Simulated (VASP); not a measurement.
# SnSe (Fm-3m) in VASP: notebook, part 2 of 2

VASP 6.6.1. The steps go on from the part before.

**3. Relaxation of cell and atoms, PBE+D3(BJ)**

This run uses another cell than the first one, of 27.27 Å³/atom, 1.021 times its volume.

Input file INCAR:

```
SYSTEM = SnSe
PREC = Accurate
ENCUT = 600
EDIFF = 1E-6
ISMEAR = 0
SIGMA = 0.02
LREAL = .FALSE.
LASPH = .TRUE.
NELM = 100
ALGO = Normal
ISIF = 3
LWAVE = .FALSE.
LCHARG = .FALSE.
GGA = PE
IVDW = 12
IBRION = 2
NSW = 100
EDIFFG = -0.005
```

Input file KPOINTS:

```
regular mesh
0
G
  10 10 10
  0 0 0
```

Input file POSCAR:

```
SnSe
1.0
    0.0000000000      3.0100000000      3.0100000000
    3.0100000000      0.0000000000      3.0100000000
    3.0100000000      3.0100000000      0.0000000000
Sn Se
1 1
Direct
    0.0000000000      0.0000000000      0.0000000000
    0.5000000000      0.5000000000      0.5000000000
```

Potentials or basis: VASP PAW PBE potentials, release 64 (Sn_d, Se).

Run with:

```
> cat potpaw_PBE.64/Sn_d/POTCAR potpaw_PBE.64/Se/POTCAR > POTCAR
> mpirun -np 1 vasp_std > vasp.out
```

OUTCAR:

```text
SYSTEM = SnSe
   PREC = Accurate
   ENCUT = 600
   EDIFF = 1E-6
   ISMEAR = 0
   LREAL = .FALSE.
   LASPH = .TRUE.
   NELM = 100
   ISIF = 3
   GGA = PE
   IVDW = 12
   IBRION = 2
   NSW = 100
   EDIFFG = -0.005
 IVDW          = 12

 ion  position               nearest neighbor table
   1  0.000  0.000  0.000-   2 3.01   2 3.01   2 3.01   2 3.01   2 3.01   2 3.01
   2  0.500  0.500  0.500-   1 3.01   1 3.01   1 3.01   1 3.01   1 3.01   1 3.01

  LATTYP: Found a face centered cubic cell.
 ALAT       =     6.0200000000

  Lattice vectors:

 A1 = (   0.0000000000,   3.0100000000,   3.0100000000)
 A2 = (   3.0100000000,   0.0000000000,   3.0100000000)
 A3 = (   3.0100000000,   3.0100000000,   0.0000000000)

Analysis of symmetry for initial positions (statically):
=====================================================================
 Subroutine PRICEL returns:
 Original cell was already a primitive cell.

 Routine SETGRP: Setting up the symmetry group for a
 face centered cubic supercell.

 Subroutine GETGRP returns: Found 48 space group operations
 (whereof 48 operations were pure point group operations)
 out of a pool of 48 trial point group operations.

The static configuration has the point symmetry O_h .

Analysis of symmetry for dynamics (positions and initial velocities):
=====================================================================
 Subroutine PRICEL returns:
 Original cell was already a primitive cell.

 Routine SETGRP: Setting up the symmetry group for a
 face centered cubic supercell.

 Subroutine GETGRP returns: Found 48 space group operations
 (whereof 48 operations were pure point group operations)
 out of a pool of 48 trial point group operations.

The dynamic configuration has the point symmetry O_h .

 Subroutine INISYM returns: Found 48 space group operations
 (whereof 48 operations are pure point group operations),
 and found     1 'primitive' translations

----------------------------------------------------------------------------------------

                                     Primitive cell

  volume of cell :      54.5418

  direct lattice vectors                    reciprocal lattice vectors
     0.000000000  3.010000000  3.010000000    -0.166112957  0.166112957  0.166112957
     3.010000000  0.000000000  3.010000000     0.166112957 -0.166112957  0.166112957
     3.010000000  3.010000000  0.000000000     0.166112957  0.166112957 -0.166112957

  length of vectors
     4.256782823  4.256782823  4.256782823     0.287716081  0.287716081  0.287716081

  position of ions in fractional coordinates (direct lattice)
     0.000000000  0.000000000  0.000000000
     0.500000000  0.500000000  0.500000000

  ion indices of the primitive-cell ions
   primitive index   ion index
                 1           1
                 2           2

----------------------------------------------------------------------------------------

 KPOINTS: regular mesh

Automatic generation of k-mesh.
 Grid dimensions read from file:
 generate k-points for:   10   10   10

 Generating k-lattice:

  Cartesian coordinates                     Fractional coordinates (reciprocal lattice)
    -0.016611296  0.016611296  0.016611296     0.100000000  0.000000000  0.000000000
     0.016611296 -0.016611296  0.016611296     0.000000000  0.100000000  0.000000000
     0.016611296  0.016611296 -0.016611296     0.000000000  0.000000000  0.100000000

  Length of vectors
     0.028771608  0.028771608  0.028771608

  Shift w.r.t. Gamma in fractional coordinates (k-lattice)
     0.000000000  0.000000000  0.000000000

 Subroutine IBZKPT returns following result:
 ===========================================

 Found     47 irreducible k-points:

 Following reciprocal coordinates:
            Coordinates               Weight
  0.000000  0.000000  0.000000      1.000000
  0.100000  0.000000  0.000000      8.000000
  0.200000  0.000000  0.000000      8.000000
  0.300000  0.000000  0.000000      8.000000
  0.400000  0.000000  0.000000      8.000000
  0.500000  0.000000  0.000000      4.000000
[... 16 lines left out ...]
  0.300000  0.300000  0.000000      6.000000
  0.400000  0.300000  0.000000     24.000000
 [... further k-points ...]
   k-points           NKPTS =     47   k-points in BZ     NKDIM =     47   number of bands    NBANDS=     14
   number of dos      NEDOS =    301   number of ions     NIONS =      2
   total plane-waves  NPLWV =  46656
   dimension x,y,z NGX =    36 NGY =   36 NGZ =   36
   dimension x,y,z NGXF=    72 NGYF=   72 NGZF=   72
   ions per type =               1   1
   NGX,Y,Z   is equivalent  to a cutoff of  14.06, 14.06, 14.06 a.u.
   NGXF,Y,Z  is equivalent  to a cutoff of  28.12, 28.12, 28.12 a.u.
 SYSTEM =  SnSe
   PREC   = accura    normal or accurate (medium, high low for compatibility)
   ISTART =      0    job   : 0-new  1-cont  2-samecut
   ICHARG =      2    charge: 1-file 2-atom 10-const
   ISPIN  =      1    spin polarized calculation?
   LNONCOLLINEAR =      F non collinear calculations
   LSORBIT =      F    spin-orbit coupling
   LASPH  =      T    aspherical Exc in radial PAW
   ENCUT  =  600.0 eV  44.10 Ry    6.64 a.u.   8.50  8.50  8.50*2*pi/ulx,y,z
   NELM   =    100;   NELMIN=  2; NELMDL= -5     # of ELM steps
   EDIFF  = 0.1E-05   stopping-criterion for ELM
   LREAL  =      F    real-space projection
   EDIFFG = -.5E-02   stopping-criterion for IOM
   NSW    =    100    number of steps for IOM
   IBRION =      2    ionic relax: 0-MD 1-quasi-New 2-CG
   NFREE  =      1    steps in history (QN), initial steepest desc. (CG)
   ISIF   =      3    stress and relaxation
   ISYM   =      2    0-nonsym 1-usesym 2-fastsym
   POTIM  = 0.5000    time-step for ionic-motion
   TEBEG  =    0.0;   TEEND  =   0.0 temperature during run
   PSTRESS=    0.0 pullay stress
   NELECT =      20.0000    total number of electrons
   NUPDOWN=      -1.0000    fix difference up-down
   EMIN   =  10.00;   EMAX   =-10.00  energy-range for DOS
   EFERMI =   0.00;   METHOD = LEGACY
   ISMEAR =     0;   SIGMA  =   0.02  broadening in eV -4-tet -1-fermi 0-gaus
   EFERMI_NEDOS =   21; number of points for ismear=-14 and -15
   IALGO  =     38    algorithm
   IMIX   =      4    mixing-type and parameters
     AMIX     =   0.40;   BMIX     =  1.00
     AMIX_MAG =   1.60;   BMIX_MAG =  1.00
  volume/ion in A,a.u.               =      27.27       184.03
  Fermi-wavevector in a.u.,A,eV,Ry     =   1.171768  2.214321 18.681350  1.373040
  Thomas-Fermi vector in A             =   2.308207
   LORBIT       =      0    0 simple, 1 ext, 2 COOP (PROOUT), +10 PAW based schemes
   GGA     = PE    functional components
   LHFCALC =     F    Hartree Fock is set to
   AEXX    =    0.0000 exact exchange contribution
   IVDW    =    12    specifies the selected vdW correction
   LEPSILON=     F    determine dielectric tensor
   LRPA    =     F    only Hartree local field effects (RPA)
 conjugate gradient relaxation of ions
 non-spin polarized calculation
 Gauss-broadening in eV      SIGMA  =   0.02
  energy-cutoff  :      600.00
  volume of cell :       54.54
 maximum number of plane-waves:      1849
 NGX is ok and might be reduce to    36
   NGX = 17   NGY = 17   NGZ = 17

--------------------------------------- Ionic step        1  -------------------------------------------

 number of electron      19.9999999 magnetization

 Free energy of the ion-electron system (eV)
  ---------------------------------------------------
  ext. energy  EPLUGINS =         0.00000000
  ---------------------------------------------------
  free energy    TOTEN  =        -8.21326278 eV

  energy without entropy =       -8.21326278  energy(sigma->0) =       -8.21326278

------------------------ aborting loop because EDIFF is reached ----------------------------------------

 Edisp (eV)   -0.70660

 E8    (eV) :    -0.3185
[... 71 lines left out ...]
--------------------------------------- Ionic step        3  -------------------------------------------

 number of electron      19.9999998 magnetization

 Free energy of the ion-electron system (eV)
  ---------------------------------------------------
  ext. energy  EPLUGINS =         0.00000000
  ---------------------------------------------------
  free energy    TOTEN  =        -8.20168283 eV

  energy without entropy =       -8.20168283  energy(sigma->0) =       -8.20168283

 E-fermi :   5.8881     XC(G=0):  -9.6935

 val. band max:        5.8075633006   @ k =   0.5000   0.0000   0.0000
 cond. band min:       6.3270407954   @ k =  -0.4000   0.1000   0.0000
 fundamental gap:      0.5194774948
 Fermi energy:         5.8881442999

 k-point     1 :       0.0000    0.0000    0.0000
  band No.  band energies     occupation
      1     -15.7749      2.00000
      2     -15.7749      2.00000
      3     -15.7749      2.00000
      4     -15.7735      2.00000
      5     -15.7735      2.00000
      6      -8.1835      2.00000
      7       0.8289      2.00000
      8       3.5767      2.00000
      9       3.5767      2.00000
     10       3.5767      2.00000
     11      10.2219      0.00000
     12      10.2219      0.00000
     13      10.2219      0.00000
     14      11.6650      0.00000
[... 377 lines left out ...]
      1     -15.7957      2.00000
      2     -15.7794      2.00000
      3     -15.7684      2.00000
      4     -15.7604      2.00000
      5     -15.7594      2.00000
      6      -7.2055      2.00000
      7      -0.9885      2.00000
      8       1.9747      2.00000
      9       2.4284      2.00000
     10       2.8134      2.00000
     11       9.2328      0.00000
     12       9.7620      0.00000
     13      10.4149      0.00000
     14      10.8113      0.00000

 [... further k-points ...]

------------------------ aborting loop because EDIFF is reached ----------------------------------------

 Edisp (eV)   -0.72207

 E8    (eV) :    -0.3254
[... 25 lines left out ...]
  FREE ENERGIE OF THE ION-ELECTRON SYSTEM (eV)
  ---------------------------------------------------
  free  energy   TOTEN  =        -8.9237572885 eV

  energy  without entropy=       -8.9237572885  energy(sigma->0) =       -8.92375729

 reached required accuracy - stopping structural energy minimisation
```

CONTCAR:

```text
SnSe
   1.00000000000000
    -0.0000000000000000    2.9889450422382775    2.9889450422382775
     2.9889450422382775    0.0000000000000000    2.9889450422382775
     2.9889450422382775    2.9889450422382775   -0.0000000000000000
  Sn              Se
     1     1
Direct
     0.0000000000000000    0.0000000000000000    0.0000000000000000
     0.5000000000000000    0.5000000000000000    0.5000000000000000

  0.00000000E+00  0.00000000E+00  0.00000000E+00
  0.00000000E+00  0.00000000E+00  0.00000000E+00
```

It took 40 s on 1 thread of Intel Xeon 6975P-C (Granite Rapids), shared host; peak memory 0.25 GiB.

What came out:

```
Free energy                            : -8.9238 eV
Relaxed volume                         : 26.70 Å³/atom
Relaxed cell                           : a = 4.227 Å, b = 4.227 Å, c = 4.227 Å, α = 60.00°, β = 60.00°, γ = 60.00°
Space group after relaxing (to 0.05 Å) : Fm-3m (No. 225)
Energy gained by relaxing              : 1.9 meV/atom
Ionic steps                            : 3
Pressure after relaxing                : 0.0 GPa
Band gap on the k mesh                 : 0.52 eV, indirect (least direct gap 0.64 eV)
Dispersion energy per atom             : -0.361 eV
```

The path:
```csv
step,energy change (eV),largest force (eV/Å),pressure (GPa),volume (Å³)
1,0.0000,0.0000,-1.10,54.54
2,-0.0036,0.0000,0.31,53.08
3,-0.0039,0.0000,0.01,53.41
```

Final structure:
```
Sn Se
1.0
     0.00000    2.98895    2.98895
     2.98895    0.00000    2.98895
     2.98895    2.98895    0.00000
Sn Se
1 1
Direct
  0.00000 0.00000 0.00000
  0.50000 0.50000 0.50000
```

Caveat: spin-orbit coupling is left out, which moves the levels of the heavy elements. A k mesh can miss the band edges.

**4. Single point, PBE+D3(BJ)**

Input file INCAR:

```
PREC     = Accurate       # precision mode
ENCUT    = 520            # plane-wave cutoff, eV
EDIFF    = 1E-6           # SCF threshold, eV
ISMEAR   = 0              # smearing method
SIGMA    = 0.02           # smearing width, eV
LREAL    = False          # projectors in reciprocal space
LASPH    = True           # aspherical terms in the spheres
NELM     = 100            # most SCF steps
ALGO     = Normal         # electronic algorithm
ISIF     = 2              # what is computed and relaxed
LWAVE    = False          # write WAVECAR
LCHARG   = False          # write CHGCAR
GGA      = PE             # functional
IVDW     = 12             # dispersion correction
NBANDS   = 17             # bands
```

Input file KPOINTS:

```
regular mesh
0
Gamma
  10 10 10
```

Input file POSCAR:

```
SnSe
1.0
    0.0000000000      2.9887688371      2.9887688371
    2.9887688371      0.0000000000      2.9887688371
    2.9887688371      2.9887688371      0.0000000000
Sn Se
1 1
Direct
    0.0000000000      0.0000000000      0.0000000000
    0.5000000000      0.5000000000      0.5000000000
```

Potentials or basis: VASP PAW PBE potentials, release 64 (Sn_d, Se).

Run with:

```
> cat potpaw_PBE.64/Sn_d/POTCAR potpaw_PBE.64/Se/POTCAR > POTCAR
> mpirun -np 1 vasp_std > vasp.out
```

OUTCAR:

```text
PREC = Accurate
   ENCUT = 520
   EDIFF = 1E-6
   ISMEAR = 0
   LREAL = False
   LASPH = True
   NELM = 100
   ISIF = 2
   GGA = PE
   IVDW = 12
 IVDW          = 12

 ion  position               nearest neighbor table
   1  0.000  0.000  0.000-   2 2.99   2 2.99   2 2.99   2 2.99   2 2.99   2 2.99
   2  0.500  0.500  0.500-   1 2.99   1 2.99   1 2.99   1 2.99   1 2.99   1 2.99

  LATTYP: Found a face centered cubic cell.
 ALAT       =     5.9775376742

  Lattice vectors:

 A1 = (   0.0000000000,   2.9887688371,   2.9887688371)
 A2 = (   2.9887688371,   0.0000000000,   2.9887688371)
 A3 = (   2.9887688371,   2.9887688371,   0.0000000000)

Analysis of symmetry for initial positions (statically):
=====================================================================
 Subroutine PRICEL returns:
 Original cell was already a primitive cell.

 Routine SETGRP: Setting up the symmetry group for a
 face centered cubic supercell.

 Subroutine GETGRP returns: Found 48 space group operations
 (whereof 48 operations were pure point group operations)
 out of a pool of 48 trial point group operations.

The static configuration has the point symmetry O_h .

Analysis of symmetry for dynamics (positions and initial velocities):
[... 160 lines left out ...]
 E-fermi :   5.9687     XC(G=0):  -9.6944

 val. band max:        5.8094664822   @ k =   0.5000   0.0000   0.0000
 cond. band min:       6.3291001959   @ k =  -0.4000   0.1000   0.0000
 fundamental gap:      0.5196337137
 Fermi energy:         5.9686825694

 k-point     1 :       0.0000    0.0000    0.0000
  band No.  band energies     occupation
      1     -15.7729      2.00000
      2     -15.7729      2.00000
      3     -15.7729      2.00000
      4     -15.7715      2.00000
      5     -15.7715      2.00000
      6      -8.1827      2.00000
[... 457 lines left out ...]
      4     -15.7584      2.00000
      5     -15.7574      2.00000
      6      -7.2045      2.00000
[... 9 lines left out ...]
     16      16.6048      0.00000
     17      17.2497      0.00000

 [... further k-points ...]

------------------------ aborting loop because EDIFF is reached ----------------------------------------

 Edisp (eV)   -0.72221

 E8    (eV) :    -0.3255

  FORCE on cell =-STRESS in cart. coord.  units (eV):
  Direction    XX          YY          ZZ          XY          YZ          ZX
  --------------------------------------------------------------------------------------
  -------------------------------------------------------------------------------------
  Total      -0.01066    -0.01066    -0.01066     0.00000     0.00000    -0.00000
  in kB      -0.31974    -0.31974    -0.31974     0.00000     0.00000    -0.00000
  external pressure =       -0.32 kB  Pullay stress =        0.00 kB

 VOLUME and BASIS-vectors are now :
 -----------------------------------------------------------------------------
  energy-cutoff  :      520.00
  volume of cell :       53.40
      direct lattice vectors                 reciprocal lattice vectors
     0.000000000  2.988768837  2.988768837    -0.167292965  0.167292965  0.167292965
     2.988768837  0.000000000  2.988768837     0.167292965 -0.167292965  0.167292965
     2.988768837  2.988768837  0.000000000     0.167292965  0.167292965 -0.167292965

 POSITION                                       TOTAL-FORCE (eV/Angst)
 -----------------------------------------------------------------------------------
      0.00000      0.00000      0.00000        -0.000000     -0.000000      0.000000
      2.98877      2.98877      2.98877         0.000000      0.000000     -0.000000
 -----------------------------------------------------------------------------------
    total drift:                                0.000000     -0.000000     -0.000000

  FREE ENERGIE OF THE ION-ELECTRON SYSTEM (eV)
  ---------------------------------------------------
  free  energy   TOTEN  =        -8.9236017728 eV

  energy  without entropy=       -8.9236017728  energy(sigma->0) =       -8.92360177
```

stdout:

```text
POSCAR found type information on POSCAR SnSe
 POSCAR found :  2 types and       2 ions
 scaLAPACK will be used
 LDA part: xc-table for (Slater+PW92), standard interpolation
 POSCAR, INCAR and KPOINTS ok, starting setup
 FFT: planning ... GRIDC
 FFT: planning ... GRID_SOFT
 FFT: planning ... GRID
 WAVECAR not read
 entering main loop
```

Run time: 14 s. Hardware: 1 thread of Intel Xeon 6975P-C (Granite Rapids), shared host; peak memory 0.2 GiB.

Results:

- Free energy: -8.9236 eV
- Pressure: 0.0 GPa
- Band gap on the k mesh: 0.52 eV, indirect (least direct gap 0.64 eV)
- Dispersion energy per atom: -0.361 eV

Levels at points of the mesh, in eV from the valence-band top:
```csv
k point,band 6,band 7,band 8,band 9,band 10,band 11,band 12,band 13,band 14,band 15
"(0.00, 0.00, 0.00)",-13.99,-4.98,-2.23,-2.23,-2.23,4.42,4.42,4.42,5.86,5.86
"(0.50, 0.00, 0.00)",-13.01,-8.14,-1.98,-1.98,0.00,0.68,1.25,1.25,8.33,10.23
"(0.50, 0.50, 0.00)",-12.72,-5.99,-5.60,-3.72,-3.72,2.97,5.49,5.49,6.13,10.53
```

Caveat: spin-orbit coupling is left out, which moves the levels of the heavy elements.
